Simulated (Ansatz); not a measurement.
The system is LiF.

```xyz
2
Lattice="2.5595 0.0000 0.0000 0.0000 2.5595 0.0000 0.0000 0.0000 2.5595" Properties=species:S:1:pos:R:3 pbc="T T T"
F     1.2798    1.2798    1.2798
Li    0.0000    0.0000    0.0000
```

Measurements of this composition are mostly on another form, of space group No. 225.

Program: Ansatz 0.2.0. Alike in all runs: potentials or basis all-electron LAPW, scalar-relativistic; no spin polarisation; cell as given; k mesh 10 × 10 × 10; basis error allowed 0.001 eV/atom.

Question: Order these runs on this cell by their pressure, lowest first.
A. level RPBE; cutoff (eV) 243; smearing gaussian 0.1 eV
B. level LDA; cutoff (eV) 241; smearing gaussian 0.05 eV
C. level RPBE+D3(BJ); cutoff (eV) 243; smearing gaussian 0.1 eV

Answer: C (-10.6 GPa), B (-7.6 GPa), A (3.9 GPa).

Runs at the PBE level aren't shown here.
